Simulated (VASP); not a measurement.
# CdTe (F-43m) in VASP: G0W0 quasiparticle levels with PBEsol

Aim: the G0W0 quasiparticle levels of CdTe with PBEsol.

Everything below comes from runs of VASP 6.6.1. Logs are shortened: lines on timing, memory, paths and dates and some standing lists are left out, and cuts for length are marked.

### 1 The structure

The structure is cubic, space group F-43m (No. 216). Conventional cell: a = 6.410 Å, b = 6.410 Å, c = 6.410 Å, α = 90.00°, β = 90.00°, γ = 90.00°. Cd (site symmetry -43m) is surrounded by 4 Te at 2.78 Å. Around Te (site symmetry -43m) lie 4 Cd at 2.78 Å.

### 2 G0W0 quasiparticle levels, PBEsol

Contents of POSCAR:

```
CdTe
1.0
    0.0000000000      3.2050000000      3.2050000000
    3.2050000000      0.0000000000      3.2050000000
    3.2050000000      3.2050000000      0.0000000000
Cd Te
1 1
Direct
    0.0000000000      0.0000000000      0.0000000000
    0.2500000000      0.2500000000      0.2500000000
```

Contents of INCAR.step1:

```
PREC = Accurate
ENCUT = 450
EDIFF = 1E-8
ISMEAR = 0
SIGMA = 0.01
LREAL = False
LASPH = True
NELM = 100
ALGO = Normal
LWAVE = True
LCHARG = False
GGA = PS
KPAR = 8
```

Contents of INCAR.step2:

```
PREC = Accurate
ENCUT = 450
EDIFF = 1E-8
ISMEAR = 0
SIGMA = 0.01
LREAL = False
LASPH = True
NELM = 1
ALGO = Exact
LWAVE = True
LCHARG = False
GGA = PS
NBANDS = 53
LOPTICS = True
ISTART = 1
KPAR = 8
```

Contents of INCAR.step3:

```
PREC = Accurate
ENCUT = 450
EDIFF = 1E-8
ISMEAR = 0
SIGMA = 0.01
LREAL = False
LASPH = True
ALGO = EVGW0
LWAVE = False
LCHARG = False
GGA = PS
NELMGW = 1
NBANDS = 53
ENCUTGW = 80
NOMEGA = 50
PRECFOCK = Fast
ISTART = 1
NBANDSGW = 17
KPAR = 8
```

Contents of KPOINTS:

```
Automatic mesh
0
Gamma
  3 3 3
```

Potentials or basis: VASP PAW PBE potentials, release 64 (Cd_GW, Te_GW).

The run is started by

```sh
> cat potpaw_PBE.64/Cd_GW/POTCAR potpaw_PBE.64/Te_GW/POTCAR > POTCAR
> cp INCAR.step1 INCAR
> mpirun -np 8 vasp_std > vasp.out
> cp INCAR.step2 INCAR
> mpirun -np 8 vasp_std > vasp.out
> cp INCAR.step3 INCAR
> mpirun -np 8 vasp_std > vasp.out
```

OUTCAR:

```text
PREC = Accurate
   ENCUT = 450
   EDIFF = 1E-8
   ISMEAR = 0
   LREAL = False
   LASPH = True
   GGA = PS
   NELMGW = 1
   ENCUTGW = 80
   PRECFOCK = Fast
   ISTART = 1

 ion  position               nearest neighbor table
   1  0.000  0.000  0.000-   2 2.78   2 2.78   2 2.78   2 2.78
   2  0.250  0.250  0.250-   1 2.78   1 2.78   1 2.78   1 2.78

  LATTYP: Found a face centered cubic cell.
 ALAT       =     6.4100000000

  Lattice vectors:

 A1 = (   0.0000000000,   3.2050000000,   3.2050000000)
 A2 = (   3.2050000000,   0.0000000000,   3.2050000000)
 A3 = (   3.2050000000,   3.2050000000,   0.0000000000)

Analysis of symmetry for initial positions (statically):
=====================================================================
 Subroutine PRICEL returns:
 Original cell was already a primitive cell.

 Routine SETGRP: Setting up the symmetry group for a
 face centered cubic supercell.

 Subroutine GETGRP returns: Found 24 space group operations
 (whereof 24 operations were pure point group operations)
 out of a pool of 48 trial point group operations.

The static configuration has the point symmetry T_d .

Analysis of symmetry for dynamics (positions and initial velocities):
=====================================================================
 Subroutine PRICEL returns:
 Original cell was already a primitive cell.

 Routine SETGRP: Setting up the symmetry group for a
 face centered cubic supercell.

 Subroutine GETGRP returns: Found 24 space group operations
 (whereof 24 operations were pure point group operations)
 out of a pool of 48 trial point group operations.

The dynamic configuration has the point symmetry T_d .

 Subroutine INISYM returns: Found 24 space group operations
 (whereof 24 operations are pure point group operations),
 and found     1 'primitive' translations

----------------------------------------------------------------------------------------

                                     Primitive cell

  volume of cell :      65.8437

  direct lattice vectors                    reciprocal lattice vectors
     0.000000000  3.205000000  3.205000000    -0.156006240  0.156006240  0.156006240
     3.205000000  0.000000000  3.205000000     0.156006240 -0.156006240  0.156006240
     3.205000000  3.205000000  0.000000000     0.156006240  0.156006240 -0.156006240

  length of vectors
     4.532554467  4.532554467  4.532554467     0.270210734  0.270210734  0.270210734

  position of ions in fractional coordinates (direct lattice)
     0.000000000  0.000000000  0.000000000
     0.250000000  0.250000000  0.250000000

  ion indices of the primitive-cell ions
   primitive index   ion index
                 1           1
                 2           2

----------------------------------------------------------------------------------------

 KPOINTS: Automatic mesh

Automatic generation of k-mesh.
 Grid dimensions read from file:
 generate k-points for:    3    3    3

 Generating k-lattice:

  Cartesian coordinates                     Fractional coordinates (reciprocal lattice)
    -0.052002080  0.052002080  0.052002080     0.333333333  0.000000000  0.000000000
     0.052002080 -0.052002080  0.052002080     0.000000000  0.333333333  0.000000000
     0.052002080  0.052002080 -0.052002080     0.000000000  0.000000000  0.333333333

  Length of vectors
     0.090070245  0.090070245  0.090070245

  Shift w.r.t. Gamma in fractional coordinates (k-lattice)
     0.000000000  0.000000000  0.000000000

 Subroutine IBZKPT returns following result:
 ===========================================

 Found      4 irreducible k-points:

 Following reciprocal coordinates:
            Coordinates               Weight
  0.000000  0.000000  0.000000      1.000000
  0.333333  0.000000  0.000000      8.000000
  0.333333  0.333333  0.000000      6.000000
 -0.333333  0.333333  0.000000     12.000000
   k-points           NKPTS =      4   k-points in BZ     NKDIM =     27   number of bands    NBANDS=     53
   number of dos      NEDOS =    301   number of ions     NIONS =      2
   total plane-waves  NPLWV =  32768
   dimension x,y,z NGX =    32 NGY =   32 NGZ =   32
   dimension x,y,z NGXF=    64 NGYF=   64 NGZF=   64
   ions per type =               1   1
   NGX,Y,Z   is equivalent  to a cutoff of  11.74, 11.74, 11.74 a.u.
   NGXF,Y,Z  is equivalent  to a cutoff of  23.47, 23.47, 23.47 a.u.
 SYSTEM =  unknown system
   PREC   = accura    normal or accurate (medium, high low for compatibility)
   ISTART =      1    job   : 0-new  1-cont  2-samecut
   ICHARG =      0    charge: 1-file 2-atom 10-const
   ISPIN  =      1    spin polarized calculation?
   LNONCOLLINEAR =      F non collinear calculations
   LSORBIT =      F    spin-orbit coupling
   LASPH  =      T    aspherical Exc in radial PAW
   ENCUT  =  450.0 eV  33.07 Ry    5.75 a.u.   7.84  7.84  7.84*2*pi/ulx,y,z
   NELM   =     60;   NELMIN=  2; NELMDL=  0     # of ELM steps
   EDIFF  = 0.1E-07   stopping-criterion for ELM
   LREAL  =      F    real-space projection
   EDIFFG = 0.1E-06   stopping-criterion for IOM
   NSW    =      0    number of steps for IOM
   IBRION =     -1    ionic relax: 0-MD 1-quasi-New 2-CG
   NFREE  =      0    steps in history (QN), initial steepest desc. (CG)
   ISIF   =      0    stress and relaxation
   ISYM   =      3    0-nonsym 1-usesym 2-fastsym
   POTIM  = 0.5000    time-step for ionic-motion
   TEBEG  =    0.0;   TEEND  =   0.0 temperature during run
   PSTRESS=    0.0 pullay stress
   NELECT =      18.0000    total number of electrons
   NUPDOWN=      -1.0000    fix difference up-down
   EMIN   =  10.00;   EMAX   =-10.00  energy-range for DOS
   EFERMI =   0.00;   METHOD = LEGACY
   ISMEAR =     0;   SIGMA  =   0.01  broadening in eV -4-tet -1-fermi 0-gaus
   EFERMI_NEDOS =   21; number of points for ismear=-14 and -15
   IALGO  =     38    algorithm
   IMIX   =      4    mixing-type and parameters
     AMIX     =   0.40;   BMIX     =  1.00
     AMIX_MAG =   1.60;   BMIX_MAG =  1.00
  volume/ion in A,a.u.               =      32.92       222.17
  Fermi-wavevector in a.u.,A,eV,Ry     =   1.062497  2.007828 15.359610  1.128899
  Thomas-Fermi vector in A             =   2.197950
   LORBIT       =      0    0 simple, 1 ext, 2 COOP (PROOUT), +10 PAW based schemes
   GGA     = PS    functional components
   LHFCALC =     T    Hartree Fock is set to
   PRECFOCK=fast      Normal, Fast or Accurate (Low or Medium for compatibility)
   ENCUT4O =  -1.0   cutoff for four orbital integrals eV
   NKREDX  =     1    reduce k-point grid by
   NKREDY  =     1    reduce k-point grid by
   NKREDZ  =     1    reduce k-point grid by
   AEXX    =    1.0000 exact exchange contribution
   HFSCREEN=    0.0000 screening length (either q_TF or 0.3 A-1)
   HFSCREENC=   0.0000 screening length for correlation (either q_TF or 0.3 A-1)
   ENCUTFOCK=  -1.0 apply spherical cutoff to Coloumb kernel
   IVDW    =     0    specifies the selected vdW correction
   LEPSILON=     F    determine dielectric tensor
   LRPA    =     F    only Hartree local field effects (RPA)
   LRPAFORCE           =     F    calculate RPA forces
   ENCUTGW             =  80.0    cutoff for response function in eV
   ENCUTGWSOFT         =  64.0    soft cutoff for Coulomb kernel in GW response function in eV
   ENCUTLF             =  -1.0    cutoff for local field effects
   NELMGW              =     1    number of iterations in solving QP/BSE equation
   NELMHF              =     1    number of iterations in the inner HF iteration
   NKREDLFX            =     1    NKREDLFY  =   1   NKREDLFZ  =   1
 non-spin polarized calculation
 Gauss-broadening in eV      SIGMA  =   0.01
  energy-cutoff  :      450.00
  volume of cell :       65.84
 maximum number of plane-waves:      1430
  NGX = 18; NGY = 18; NGZ = 18
   NGX = 15   NGY = 15   NGZ = 15
 maximum number of plane-waves:       113
 NGX is ok and might be reduce to    14

 QP shifts <psi_nk| G(iteration)W_0 |psi_nk>: iteration 1
 for sc-GW calculations column KS-energies equals QP-energies in previous step
 and V_xc(KS)=  KS-energies - (<T + V_ion + V_H > + <T+V_H+V_ion>^1  + <V_x>^1)

 k-point   1 :       0.0000    0.0000    0.0000
  band No.  KS-energies  QP-energies   sigma(KS)   V_xc(KS)     V^pw_x(r,r')   Z            occupation Imag(sigma)

      1      -7.7885      -7.8332     -11.1309     -11.0631     -17.2954       0.6604       2.0000       1.0558
      2      -4.8677      -5.9449     -16.7999     -15.2231     -22.9355       0.6832       2.0000       0.4050
      3      -4.8677      -5.9449     -16.7999     -15.2231     -22.9355       0.6832       2.0000       0.4050
      4      -4.8677      -5.9449     -16.7999     -15.2231     -22.9355       0.6832       2.0000       0.4050
      5      -4.5851      -5.7244     -17.1358     -15.4782     -23.1863       0.6874       2.0000       0.3640
      6      -4.5851      -5.7244     -17.1358     -15.4782     -23.1863       0.6874       2.0000       0.3640
[... 9 lines left out ...]
     16      13.0730      13.5944      -8.4735      -9.1734      -4.0328       0.7449       0.0000      -0.2497
     17      13.5184      13.7807      -6.7802      -7.1311      -1.9939       0.7475       0.0000      -0.2953

 k-point   2 :       0.3333    0.0000    0.0000
  band No.  KS-energies  QP-energies   sigma(KS)   V_xc(KS)     V^pw_x(r,r')   Z            occupation Imag(sigma)

      1      -7.4576      -7.5179     -11.6818     -11.5901     -17.8171       0.6570       2.0000       0.9612
      2      -4.8122      -5.8968     -16.8732     -15.2868     -23.0031       0.6837       2.0000       0.4000
      3      -4.8122      -5.8968     -16.8732     -15.2868     -23.0031       0.6837       2.0000       0.4000
      4      -4.5820      -5.7211     -17.1400     -15.4868     -23.2004       0.6891       2.0000       0.3636
      5      -4.5820      -5.7211     -17.1400     -15.4868     -23.2004       0.6891       2.0000       0.3636
      6      -4.4807      -5.4859     -16.4192     -14.9637     -22.3871       0.6906       2.0000       0.4154
[... 9 lines left out ...]
     16      12.4666      12.9046      -7.9749      -8.5628      -3.5010       0.7450       0.0000      -0.2505
     17      15.8698      16.5283      -8.0710      -8.9566      -2.8661       0.7436       0.0000      -0.5416

 k-point   3 :       0.3333    0.3333    0.0000
  band No.  KS-energies  QP-energies   sigma(KS)   V_xc(KS)     V^pw_x(r,r')   Z            occupation Imag(sigma)

      1      -7.3534      -7.4262     -11.8979     -11.7870     -18.0299       0.6558       2.0000       0.9249
      2      -4.7363      -5.8315     -16.9992     -15.4011     -23.1364       0.6853       2.0000       0.3923
      3      -4.7363      -5.8315     -16.9992     -15.4011     -23.1364       0.6853       2.0000       0.3923
      4      -4.6911      -5.7929     -16.7706     -15.1648     -22.7878       0.6862       2.0000       0.3835
      5      -4.5597      -5.7005     -17.1690     -15.5159     -23.2329       0.6901       2.0000       0.3603
      6      -4.3812      -5.3686     -16.3313     -14.9103     -22.2540       0.6949       2.0000       0.4169
[... 9 lines left out ...]
     16      15.5865      16.1737      -7.7481      -8.5334      -2.6635       0.7476       0.0000      -0.4843
     17      16.4886      16.8734      -7.0629      -7.5828      -1.9998       0.7402       0.0000      -0.4750

 k-point   4 :      -0.3333    0.3333    0.0000
  band No.  KS-energies  QP-energies   sigma(KS)   V_xc(KS)     V^pw_x(r,r')   Z            occupation Imag(sigma)

      1      -7.2516      -7.3511     -12.1896     -12.0375     -18.3297       0.6548       2.0000       0.8871
      2      -4.7589      -5.8550     -16.9033     -15.3048     -23.0105       0.6857       2.0000       0.3964
      3      -4.7341      -5.8312     -17.0002     -15.4031     -23.1363       0.6869       2.0000       0.3930
      4      -4.6162      -5.7482     -17.0728     -15.4272     -23.1367       0.6879       2.0000       0.3683
      5      -4.5802      -5.7193     -17.1329     -15.4819     -23.1950       0.6899       2.0000       0.3628
      6      -4.0251      -4.9472     -16.3793     -15.0653     -22.2495       0.7017       2.0000       0.4117
[... 9 lines left out ...]
     16      15.7352      16.1720      -7.3329      -7.9187      -2.3189       0.7457       0.0000      -0.4592
     17      16.3117      16.7487      -7.4389      -8.0224      -2.4174       0.7491       0.0000      -0.5017
```

Run time: 26 s. Hardware: 8 MPI ranks of Intel Xeon Platinum 8488C (Sapphire Rapids), shared host; peak memory 0.38 GiB.

What came out:

- Band gap on the k mesh, mean-field level: 0.72 eV, direct
- Quasiparticle gap: 1.55 eV
- Least direct quasiparticle gap: 1.55 eV

Caveat: the k mesh is coarse (spacing up to 0.57 Å⁻¹), so the values aren't converged; bands, screening cutoff and mesh are small and nothing is extrapolated, so the quasiparticle values aren't converged; spin-orbit coupling is left out, which moves the levels of the heavy elements.
